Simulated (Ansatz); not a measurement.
# Cadmium, omega (AlB2-type) under PBE: from relaxation to bulk modulus

What does PBE give for cadmium in the omega (AlB2-type) structure? We relax it, solve it on a dense k-mesh, then scale the cell to 7 volumes from 88 to 112 % of the relaxed one and try a fit of the equation of state. Spin polarisation is left out. The k-meshes are 7×7×10 for the relaxation; 9×9×13 for the dense run; 9×9×13 for the volumes.

Computed with Ansatz 0.2.0 (DFT PBE, plane waves (420 eV) with PAW, scalar-relativistic, unless a step says otherwise).

## Step 1: The system as given

It takes space group P6/mmm (No. 191, hexagonal). The conventional cell has a = 4.959 Å, b = 4.959 Å, c = 3.040 Å, α = 90.00°, β = 90.00°, γ = 120.00°. Cd (site symmetry 6/mmm) has 14 Cd at 3.04 to 3.24 Å as nearest neighbours. Cd (site symmetry -6m2) is surrounded by 11 Cd at 2.86 to 3.24 Å.

Coordinates:

```cif
data_structure
_symmetry_space_group_name_H-M 'P 1'
_symmetry_Int_Tables_number 1
_cell_length_a 4.9594
_cell_length_b 4.9594
_cell_length_c 3.0401
_cell_angle_alpha 90.000
_cell_angle_beta 90.000
_cell_angle_gamma 120.000
_cell_volume 64.76
loop_
_atom_site_label
_atom_site_type_symbol
_atom_site_fract_x
_atom_site_fract_y
_atom_site_fract_z
_atom_site_occupancy
Cd1 Cd 0.00000 0.00000 0.00000 1
Cd2 Cd 0.33333 0.66667 0.50000 1
Cd3 Cd 0.66667 0.33333 0.50000 1
```

## Step 2: Geometry optimisation

input.yaml

```yaml
crystal:
  lattice:
    - [4.959407163, 0.0, 0.0]
    - [-2.4797035815, 4.2949725909, 0.0]
    - [0.0, 0.0, 3.0401165909]
  atoms:
    - { symbol: Cd, position: [0.0, 0.0, 0.0] }
    - { symbol: Cd, position: [0.3333333333, 0.6666666667, 0.5] }
    - { symbol: Cd, position: [0.6666666667, 0.3333333333, 0.5] }
hamiltonian:
  xc: pbe
  pseudopotentials:
    kind: paw
    azcp:
      Cd: "pseudopotentials/Cd.paw.azcp"
basis:
  ecutwfc: 420
  fft_grid_basis: typed
kpoints:
  mp_grid: { grid: [7, 7, 10], shift: [0, 0, 0] }
magnetization:
  spin_polarized: false
scf:
  occupations: { method: fermi_dirac, width: 0.1 }
relax:
  max_steps: 60
  f_tol: 0.01
  cell: {}
```

The program printed, cut to the lines that bear on the results:

```text
[...]
Pseudopotentials: kind: paw
Pseudopotential: Cd, paw, valence charge 20, recommended cutoff 420 eV (normal), <dir>
Functional definition: PBE
[...]
Crystal: 3 atoms, lattice volume = 64.756 Å³
Basis set: ecut = 420 eV, 1289 PW (Γ), exchange–correlation on 72×72×48 points (8 copies of the dense FFT grid, shifted against one another)
Bands: 36, of which v1, the nominal top of the filled ones, is band 30 counted from 1 (29 counted from 0)
Symmetry: 24 space group operations
Space group: P6/mmm (ITA 191), of the structure as read, at distance tolerance 4.0e-5 Å
k-points: 48 of 490
[...]
SCF iter   1: F=—  HF=-24763.120480 eV  |F-HF|=—  |Δ(HF+E_count)|=         —  Δρ=1.03e-3  dr2=6.08e-4  ethr=1.77e-3  ⟨swp⟩=5.9  Hψ=6205  notcnv=0  defer=4
[...]
relax step   1: F+E_penalty+E_count = -24763.12136875 eV  Δ(F+E_penalty+E_count) = +0.000e0 eV  max|allowed force component| = 2.776e-17 eV/Å  Δτ_max = 0.0000 Å  P = +4.455 GPa  Ω = 64.756 Å³  (6 SCF iters, dr2 threshold 1.00e-7 eV, accepted)
[...]
relax step   5: F+E_penalty+E_count = -24763.19939407 eV  Δ(F+E_penalty+E_count) = +7.163e-6 eV  max|allowed force component| = 1.388e-17 eV/Å  Δτ_max = 0.0000 Å  P = -0.003 GPa  Ω = 70.981 Å³  energy of the carried Pulay correction = -2.325e-3 eV  (4 SCF iters, dr2 threshold 8.48e-9 eV, accepted)
[...]
relax step   6: F+E_penalty+E_count = -24763.20129801 eV  Δ(F+E_penalty+E_count) = -1.904e-3 eV  max|allowed force component| = 9.252e-18 eV/Å  Δτ_max = 0.0000 Å  P = -0.025 GPa  Ω = 70.981 Å³  stress off target by 2.76e-2 GPa  SCF on the basis re-selected at this cell (its energy is not [...]
SCF converged after 6 iterations
Free energy (F): -24763.201298 eV
[...]
E sigma→0 (E₀):  -24763.183301 eV
Entropy (-TS):   -0.035994 eV (-11.998 meV/atom)
Fermi energy:    12.982056 eV
[...]
--- Forces (eV/Å), atoms counted from 1 ---
  atom   1  Cd     0.00000000     0.00000000     0.00000000
  atom   2  Cd     0.00000000    -0.00000000     0.00000000
  atom   3  Cd     0.00000000     0.00000000     0.00000000
[...]
--- Stress (GPa, compression-positive) ---
       -0.024354      -0.000000       0.000000
       -0.000000      -0.024354       0.000000
        0.000000       0.000000      -0.027604
  P = ⅓ Tr σ = -0.0254 GPa (-0.254 kbar)
--- Relaxed structure (5 steps of the walk, 5 accepted, 1 SCFs on fresh bases) ---
  F+E_penalty+E_count = -24763.20129801 eV   max|allowed force component| = 9.252e-18 eV/Å   (the final SCF, on the basis selected at the relaxed cell)
  cell:  # Å, volume = 70.9813 Å³
    - [5.145678226062807, 1.5856920829199535e-34, 0.0]
    - [-2.5728391130314034, 4.4562880634708355, 0.0]
    - [0.0, 0.0, 3.095482477825298]
  atoms:
    - { symbol: Cd, position: [8.187244143439105e-35, 3.861351008044523e-35, 0.0] }
    - { symbol: Cd, position: [0.33333333333333337, 0.6666666666666667, 0.5] }
    - { symbol: Cd, position: [0.6666666666666667, 0.33333333333333337, 0.5] }
```

Run time: 38 s. Hardware: 1 thread of an x86-64 CPU, shared host; peak memory 0.57 GiB.

Step by step:

| step | energy change (meV/atom) | largest force (eV/Å) | pressure (GPa) | volume (Å³/atom) |
| --- | --- | --- | --- | --- |
| 1 | 0.00 | 0.0000 | 4.46 | 21.585 |
| 2 | -25.61 | 0.0000 | -0.18 | 23.797 |
| 3 | -25.88 | 0.0000 | -0.05 | 23.698 |
| 4 | -26.01 | 0.0000 | 0.04 | 23.633 |
| 5 | -26.01 | 0.0000 | 0.00 | 23.660 |
| 6 | -26.64 | 0.0000 | -0.03 | 23.660 |

Steps that repeat a cell are solved on a basis chosen anew, so their changes of energy are no gain of the relaxation.

The cell of the run, before and after:

|  | before | after | change |
| --- | --- | --- | --- |
| a (Å) | 4.959 | 5.146 | +3.8 % |
| b (Å) | 4.959 | 5.146 | +3.8 % |
| c (Å) | 3.040 | 3.095 | +1.8 % |
| volume (Å³/atom) | 21.585 | 23.660 | +9.6 % |
| shortest distance (Å) | 2.863 | 2.971 | +3.8 % |
| space group (spins left aside) | P6/mmm | P6/mmm | same |

## Step 3: Single point on a dense mesh

input.yaml

```yaml
crystal:
  lattice:
    - [5.1456782261, 0.0, 0.0]
    - [-2.572839113, 4.4562880635, 0.0]
    - [0.0, 0.0, 3.0954824778]
  atoms:
    - { symbol: Cd, position: [0.0, 0.0, 0.0] }
    - { symbol: Cd, position: [0.3333333333, 0.6666666667, 0.5] }
    - { symbol: Cd, position: [0.6666666667, 0.3333333333, 0.5] }
hamiltonian:
  xc: pbe
  pseudopotentials:
    kind: paw
    azcp:
      Cd: "pseudopotentials/Cd.paw.azcp"
basis:
  ecutwfc: 420
  fft_grid_basis: typed
kpoints:
  mp_grid: { grid: [9, 9, 13], shift: [0, 0, 0] }
magnetization:
  spin_polarized: false
scf:
  occupations: { method: fermi_dirac, width: 0.1 }
```

The program printed, cut to the lines that bear on the results:

```text
[...]
[... 3 set-up lines as earlier in the session ...]
[...]
Crystal: 3 atoms, lattice volume = 70.981 Å³
Basis set: ecut = 420 eV, 1373 PW (Γ)
Bands: 35, of which v1, the nominal top of the filled ones, is band 30 counted from 1 (29 counted from 0)
[... 1 set-up line as earlier in the session ...]
Space group: P6/mmm (ITA 191), of the structure as read, at distance tolerance 4.1e-5 Å
k-points: 84 of 1053
[...]
SCF iter   1: F=—  HF=-24763.190422 eV  |F-HF|=—  |Δ(HF+E_count)|=         —  Δρ=1.01e-3  dr2=7.87e-4  ethr=1.77e-3  ⟨swp⟩=5.5  Hψ=10196  notcnv=0
[...]
SCF iter   6: F=-24763.191225 eV  HF=-24763.191225 eV  |F-HF|=1.74e-8  |Δ(HF+E_count)|=   3.70e-8  Δρ=5.94e-6  dr2=3.12e-8  ethr=1.67e-10  ⟨swp⟩=2.7  Hψ=5946  notcnv=0
[...]
SCF converged after 6 iterations
Free energy (F): -24763.191225 eV
[...]
E sigma→0 (E₀):  -24763.172799 eV
Entropy (-TS):   -0.036853 eV (-12.284 meV/atom)
Fermi energy:    13.031774 eV
[...]
```

It took 10 s on 1 thread of an x86-64 CPU, shared host; peak memory 0.59 GiB.

## Step 4: At 88 % of the relaxed volume

input.yaml: that of step 3 with these lines changed.

```diff
@@ -2,5 +2,5 @@
   lattice:
-    - [5.1456782261, 0.0, 0.0]
-    - [-2.572839113, 4.4562880635, 0.0]
-    - [0.0, 0.0, 3.0954824778]
+    - [4.9310209661, 0.0, 0.0]
+    - [-2.465510483, 4.2703894232, 0.0]
+    - [0.0, 0.0, 2.9663512423]
   atoms:
@@ -24 +24,3 @@
   occupations: { method: fermi_dirac, width: 0.1 }
+output:
+  stress: true
```

The program printed, cut to the lines that bear on the results:

```text
[...]
[... 3 set-up lines as earlier in the session ...]
[...]
Crystal: 3 atoms, lattice volume = 62.464 Å³
Basis set: ecut = 420 eV, 1191 PW (Γ)
Bands: 35, of which v1, the nominal top of the filled ones, is band 30 counted from 1 (29 counted from 0)
[... 2 set-up lines as earlier in the session ...]
k-points: 84 of 1053
[...]
SCF iter   1: F=—  HF=-24763.034564 eV  |F-HF|=—  |Δ(HF+E_count)|=         —  Δρ=9.94e-4  dr2=6.01e-4  ethr=1.77e-3  ⟨swp⟩=5.8  Hψ=10202  notcnv=0
[...]
SCF iter   6: F=-24763.035488 eV  HF=-24763.035488 eV  |F-HF|=7.29e-9  |Δ(HF+E_count)|=   1.07e-8  Δρ=3.87e-6  dr2=1.08e-8  ethr=1.36e-10  ⟨swp⟩=2.0  Hψ=10111  notcnv=0
[...]
SCF converged after 6 iterations
Free energy (F): -24763.035488 eV
[...]
E sigma→0 (E₀):  -24763.018986 eV
Entropy (-TS):   -0.033005 eV (-11.002 meV/atom)
Fermi energy:    15.485859 eV
[...]
--- Stress (GPa, compression-positive) ---
        6.772868       0.000000       0.000000
        0.000000       6.772868       0.000000
        0.000000       0.000000       6.806656
  P = ⅓ Tr σ = 6.7841 GPa (67.841 kbar)
```

It took 12 s on 1 thread of an x86-64 CPU, shared host; peak memory 0.59 GiB.

## Step 5: At 92 % of the relaxed volume

input.yaml: that of step 4 with these lines changed.

```diff
@@ -2,5 +2,5 @@
   lattice:
-    - [4.9310209661, 0.0, 0.0]
-    - [-2.465510483, 4.2703894232, 0.0]
-    - [0.0, 0.0, 2.9663512423]
+    - [5.004629146, 0.0, 0.0]
+    - [-2.502314573, 4.3341359769, 0.0]
+    - [0.0, 0.0, 3.0106316697]
   atoms:
```

The program printed, cut to the lines that bear on the results:

```text
[...]
[... 3 set-up lines as earlier in the session ...]
[...]
Crystal: 3 atoms, lattice volume = 65.303 Å³
Basis set: ecut = 420 eV, 1289 PW (Γ)
Bands: 35, of which v1, the nominal top of the filled ones, is band 30 counted from 1 (29 counted from 0)
[... 2 set-up lines as earlier in the session ...]
k-points: 84 of 1053
[...]
SCF iter   1: F=—  HF=-24763.127880 eV  |F-HF|=—  |Δ(HF+E_count)|=         —  Δρ=1.02e-3  dr2=6.70e-4  ethr=1.77e-3  ⟨swp⟩=5.7  Hψ=10190  notcnv=0
[...]
SCF iter   6: F=-24763.128714 eV  HF=-24763.128714 eV  |F-HF|=1.18e-8  |Δ(HF+E_count)|=   1.94e-8  Δρ=4.65e-6  dr2=1.74e-8  ethr=1.67e-10  ⟨swp⟩=3.9  Hψ=8534  notcnv=0
[...]
SCF converged after 6 iterations
Free energy (F): -24763.128714 eV
[...]
E sigma→0 (E₀):  -24763.111362 eV
Entropy (-TS):   -0.034704 eV (-11.568 meV/atom)
Fermi energy:    14.592547 eV
[...]
--- Stress (GPa, compression-positive) ---
        3.860549       0.000000       0.000000
        0.000000       3.860549       0.000000
        0.000000       0.000000       3.895011
  P = ⅓ Tr σ = 3.8720 GPa (38.720 kbar)
```

Wall time 12 s (1 thread of an x86-64 CPU, shared host); peak memory 0.58 GiB.

## Step 6: At 96 % of the relaxed volume

input.yaml: that of step 5 with these lines changed.

```diff
@@ -2,5 +2,5 @@
   lattice:
-    - [5.004629146, 0.0, 0.0]
-    - [-2.502314573, 4.3341359769, 0.0]
-    - [0.0, 0.0, 3.0106316697]
+    - [5.0761335087, 0.0, 0.0]
+    - [-2.5380667543, 4.3960605715, 0.0]
+    - [0.0, 0.0, 3.0536465051]
   atoms:
```

The program printed, cut to the lines that bear on the results:

```text
[...]
[... 3 set-up lines as earlier in the session ...]
[...]
Crystal: 3 atoms, lattice volume = 68.142 Å³
Basis set: ecut = 420 eV, 1301 PW (Γ)
Bands: 35, of which v1, the nominal top of the filled ones, is band 30 counted from 1 (29 counted from 0)
[... 2 set-up lines as earlier in the session ...]
k-points: 84 of 1053
[...]
SCF iter   1: F=—  HF=-24763.176133 eV  |F-HF|=—  |Δ(HF+E_count)|=         —  Δρ=1.03e-3  dr2=7.50e-4  ethr=1.77e-3  ⟨swp⟩=5.7  Hψ=10221  notcnv=0
[...]
SCF iter   6: F=-24763.176939 eV  HF=-24763.176939 eV  |F-HF|=1.58e-8  |Δ(HF+E_count)|=   3.00e-8  Δρ=5.59e-6  dr2=2.59e-8  ethr=1.67e-10  ⟨swp⟩=3.9  Hψ=8891  notcnv=0
[...]
SCF converged after 6 iterations
Free energy (F): -24763.176939 eV
[...]
E sigma→0 (E₀):  -24763.158950 eV
Entropy (-TS):   -0.035978 eV (-11.993 meV/atom)
Fermi energy:    13.777829 eV
[...]
--- Stress (GPa, compression-positive) ---
        1.662286      -0.000000       0.000000
       -0.000000       1.662286       0.000000
        0.000000       0.000000       1.693143
  P = ⅓ Tr σ = 1.6726 GPa (16.726 kbar)
```

Wall time 10 s (1 thread of an x86-64 CPU, shared host); peak memory 0.58 GiB.

## Step 7: At 100 % of the relaxed volume

input.yaml: that of step 6 with these lines changed.

```diff
@@ -2,5 +2,5 @@
   lattice:
-    - [5.0761335087, 0.0, 0.0]
-    - [-2.5380667543, 4.3960605715, 0.0]
-    - [0.0, 0.0, 3.0536465051]
+    - [5.1456782261, 0.0, 0.0]
+    - [-2.572839113, 4.4562880635, 0.0]
+    - [0.0, 0.0, 3.0954824778]
   atoms:
```

The program printed, cut to the lines that bear on the results:

```text
[...]
[... 3 set-up lines as earlier in the session ...]
[...]
Crystal: 3 atoms, lattice volume = 70.981 Å³
Basis set: ecut = 420 eV, 1373 PW (Γ)
Bands: 35, of which v1, the nominal top of the filled ones, is band 30 counted from 1 (29 counted from 0)
[... 2 set-up lines as earlier in the session ...]
k-points: 84 of 1053
[...]
SCF iter   1: F=—  HF=-24763.190422 eV  |F-HF|=—  |Δ(HF+E_count)|=         —  Δρ=1.01e-3  dr2=7.87e-4  ethr=1.77e-3  ⟨swp⟩=5.5  Hψ=10196  notcnv=0
[...]
SCF iter   6: F=-24763.191225 eV  HF=-24763.191225 eV  |F-HF|=1.71e-8  |Δ(HF+E_count)|=   3.68e-8  Δρ=5.96e-6  dr2=3.11e-8  ethr=1.67e-10  ⟨swp⟩=4.0  Hψ=9175  notcnv=0
[...]
SCF converged after 6 iterations
Free energy (F): -24763.191225 eV
[...]
E sigma→0 (E₀):  -24763.172799 eV
Entropy (-TS):   -0.036853 eV (-12.284 meV/atom)
Fermi energy:    13.031774 eV
[...]
--- Stress (GPa, compression-positive) ---
        0.008885       0.000000       0.000000
        0.000000       0.008885       0.000000
        0.000000       0.000000       0.036584
  P = ⅓ Tr σ = 0.0181 GPa (0.181 kbar)
```

It took 13 s on 1 thread of an x86-64 CPU, shared host; peak memory 0.6 GiB.

## Step 8: At 104 % of the relaxed volume

input.yaml: that of step 7 with these lines changed.

```diff
@@ -2,5 +2,5 @@
   lattice:
-    - [5.1456782261, 0.0, 0.0]
-    - [-2.572839113, 4.4562880635, 0.0]
-    - [0.0, 0.0, 3.0954824778]
+    - [5.2133922838, 0.0, 0.0]
+    - [-2.6066961419, 4.5149301576, 0.0]
+    - [0.0, 0.0, 3.1362171818]
   atoms:
```

The program printed, cut to the lines that bear on the results:

```text
[...]
[... 3 set-up lines as earlier in the session ...]
[...]
Crystal: 3 atoms, lattice volume = 73.821 Å³
Basis set: ecut = 420 eV, 1421 PW (Γ)
Bands: 35, of which v1, the nominal top of the filled ones, is band 30 counted from 1 (29 counted from 0)
[... 1 set-up line as earlier in the session ...]
Space group: P6/mmm (ITA 191), of the structure as read, at distance tolerance 4.2e-5 Å
k-points: 84 of 1053
[...]
SCF iter   1: F=—  HF=-24763.179207 eV  |F-HF|=—  |Δ(HF+E_count)|=         —  Δρ=9.89e-4  dr2=8.22e-4  ethr=1.77e-3  ⟨swp⟩=5.6  Hψ=10227  notcnv=0
[...]
SCF iter   6: F=-24763.180074 eV  HF=-24763.180074 eV  |F-HF|=1.81e-8  |Δ(HF+E_count)|=   3.82e-8  Δρ=6.19e-6  dr2=3.41e-8  ethr=1.67e-10  ⟨swp⟩=4.0  Hψ=8790  notcnv=0
[...]
SCF converged after 6 iterations
Free energy (F): -24763.180074 eV
[...]
E sigma→0 (E₀):  -24763.161395 eV
Entropy (-TS):   -0.037357 eV (-12.452 meV/atom)
Fermi energy:    12.346228 eV
[...]
--- Stress (GPa, compression-positive) ---
       -1.224072      -0.000000       0.000000
       -0.000000      -1.224072       0.000000
        0.000000       0.000000      -1.201205
  P = ⅓ Tr σ = -1.2164 GPa (-12.164 kbar)
```

It took 13 s on 1 thread of an x86-64 CPU, shared host; peak memory 0.59 GiB.

## Step 9: At 108 % of the relaxed volume

input.yaml: that of step 8 with these lines changed.

```diff
@@ -2,5 +2,5 @@
   lattice:
-    - [5.2133922838, 0.0, 0.0]
-    - [-2.6066961419, 4.5149301576, 0.0]
-    - [0.0, 0.0, 3.1362171818]
+    - [5.2793915975, 0.0, 0.0]
+    - [-2.6396957988, 4.57208724, 0.0]
+    - [0.0, 0.0, 3.1759203483]
   atoms:
```

The program printed, cut to the lines that bear on the results:

```text
[...]
[... 3 set-up lines as earlier in the session ...]
[...]
Crystal: 3 atoms, lattice volume = 76.660 Å³
Basis set: ecut = 420 eV, 1505 PW (Γ)
Bands: 35, of which v1, the nominal top of the filled ones, is band 30 counted from 1 (29 counted from 0)
[... 2 set-up lines as earlier in the session ...]
k-points: 84 of 1053
[...]
SCF iter   1: F=—  HF=-24763.149118 eV  |F-HF|=—  |Δ(HF+E_count)|=         —  Δρ=9.82e-4  dr2=8.78e-4  ethr=1.77e-3  ⟨swp⟩=5.6  Hψ=10243  notcnv=0
[...]
SCF iter   6: F=-24763.150053 eV  HF=-24763.150053 eV  |F-HF|=2.11e-8  |Δ(HF+E_count)|=   4.50e-8  Δρ=6.50e-6  dr2=3.74e-8  ethr=1.67e-10  ⟨swp⟩=4.0  Hψ=8744  notcnv=0
[...]
SCF converged after 6 iterations
Free energy (F): -24763.150053 eV
[...]
E sigma→0 (E₀):  -24763.131231 eV
Entropy (-TS):   -0.037645 eV (-12.548 meV/atom)
Fermi energy:    11.714473 eV
[...]
--- Stress (GPa, compression-positive) ---
       -2.130200      -0.000000       0.000000
       -0.000000      -2.130200       0.000000
        0.000000       0.000000      -2.115727
  P = ⅓ Tr σ = -2.1254 GPa (-21.254 kbar)
```

It took 13 s on 1 thread of an x86-64 CPU, shared host; peak memory 0.6 GiB.

## Step 10: At 112 % of the relaxed volume

input.yaml: that of step 9 with these lines changed.

```diff
@@ -2,5 +2,5 @@
   lattice:
-    - [5.2793915975, 0.0, 0.0]
-    - [-2.6396957988, 4.57208724, 0.0]
-    - [0.0, 0.0, 3.1759203483]
+    - [5.3437807678, 0.0, 0.0]
+    - [-2.6718903839, 4.6278498971, 0.0]
+    - [0.0, 0.0, 3.2146549017]
   atoms:
```

The program printed, cut to the lines that bear on the results:

```text
[...]
[... 3 set-up lines as earlier in the session ...]
[...]
Crystal: 3 atoms, lattice volume = 79.499 Å³
Basis set: ecut = 420 eV, 1553 PW (Γ)
Bands: 35, of which v1, the nominal top of the filled ones, is band 30 counted from 1 (29 counted from 0)
[... 1 set-up line as earlier in the session ...]
Space group: P6/mmm (ITA 191), of the structure as read, at distance tolerance 4.3e-5 Å
k-points: 84 of 1053
[...]
SCF iter   1: F=—  HF=-24763.105316 eV  |F-HF|=—  |Δ(HF+E_count)|=         —  Δρ=9.85e-4  dr2=9.52e-4  ethr=1.77e-3  ⟨swp⟩=5.6  Hψ=10281  notcnv=0
[...]
SCF iter   6: F=-24763.106279 eV  HF=-24763.106279 eV  |F-HF|=2.43e-8  |Δ(HF+E_count)|=   4.89e-8  Δρ=6.72e-6  dr2=4.18e-8  ethr=1.67e-10  ⟨swp⟩=4.0  Hψ=8746  notcnv=0
[...]
SCF converged after 6 iterations
Free energy (F): -24763.106279 eV
[...]
E sigma→0 (E₀):  -24763.087330 eV
Entropy (-TS):   -0.037898 eV (-12.633 meV/atom)
Fermi energy:    11.131116 eV
[...]
--- Stress (GPa, compression-positive) ---
       -2.780750       0.000000       0.000000
        0.000000      -2.780750       0.000000
        0.000000       0.000000      -2.775349
  P = ⅓ Tr σ = -2.7790 GPa (-27.790 kbar)
```

It took 13 s on 1 thread of an x86-64 CPU, shared host; peak memory 0.6 GiB.

## Step 11: The equation of state

The cell was scaled evenly, with its shape and the fractional positions fixed.

| V (Å³/atom) | E − E₀ (meV/atom) | P from the stress (GPa) | P from the fit (GPa) |
| --- | --- | --- | --- |
| 20.821 | 51.3 | 6.78 | 6.74 |
| 21.768 | 20.5 | 3.87 | 3.83 |
| 22.714 | 4.6 | 1.67 | 1.64 |
| 23.660 | 0.0 | 0.02 | 0.00 |
| 24.607 | 3.8 | -1.22 | -1.22 |
| 25.553 | 13.9 | -2.13 | -2.13 |
| 26.500 | 28.5 | -2.78 | -2.79 |

Fit (Birch-Murnaghan, third order): V₀ = 23.661 Å³/atom, B₀ = 35 GPa, B₀′ = 6.3, largest residual 0.01 meV/atom.

## Step 12: Outcome

```
                      quantity                                   value
space group (spins left aside)                        P6/mmm (No. 191)
             conventional cell  a = 5.146 Å, c = 3.095 Å (c/a = 0.602)
                        volume                          23.660 Å³/atom
             shortest distance                                 2.971 Å
               gap on the mesh            none (levels filled in part)
               relative to hcp                            +61 meV/atom
                   V₀, B₀, B₀′             23.661 Å³/atom, 35 GPa, 6.3
```

The relaxation enlarged the cell by 9.6 % in volume. Against the reference form of cadmium (hcp, computed apart with the same settings) it stands 61 meV/atom higher. Levels at the Fermi energy are filled in part, as in a metal. B₀ comes out at 35 GPa; letting shape and positions relax at each volume could only lower it. Relaxation kept the symmetry; phonons were not checked.
